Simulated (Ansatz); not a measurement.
Ti:

```
Ti
1.0
    -1.64100    1.64100    1.64100
     1.64100   -1.64100    1.64100
     1.64100    1.64100   -1.64100
Ti
1
Direct
  0.00000 0.00000 0.00000
```

This isn't the form of Ti at room conditions, which is hcp.

- Program: Ansatz 0.2.0
- Task: relaxation of cell and atoms
- Functional: PBE
- Potentials or basis: all-electron LAPW, scalar-relativistic
- Basis error allowed: 0.001 eV/atom
- k mesh: 11 × 11 × 11
- Occupations: fermi-dirac, width 0.05 eV
- Spin: no spin polarisation

At the start: volume 17.68 Å³/atom.

Problem. How do energy, volume and symmetry change on relaxing?

Solution. Over 5 steps the energy falls by 3.5 meV/atom and the volume is 17.24 Å³/atom (-2.5 %); space group Im-3m (No. 229, to 0.05 Å).

The path:
```
step  energy change (eV)  largest force (eV/Å)  volume (Å³)
   1              0.0000                0.0000        17.68
   2             -0.0008                0.0000        16.87
   3             -0.0035                0.0000        17.25
   4             -0.0035                0.0000        17.24
   5             -0.0035                0.0000        17.24
```

Final structure:
```yaml
crystal:
  lattice:
    - [-1.62743, 1.62743, 1.62743]
    - [1.62743, -1.62743, 1.62743]
    - [1.62743, 1.62743, -1.62743]
  atoms:
    - { symbol: Ti, position: [0.00000, 0.00000, 0.00000] }
```
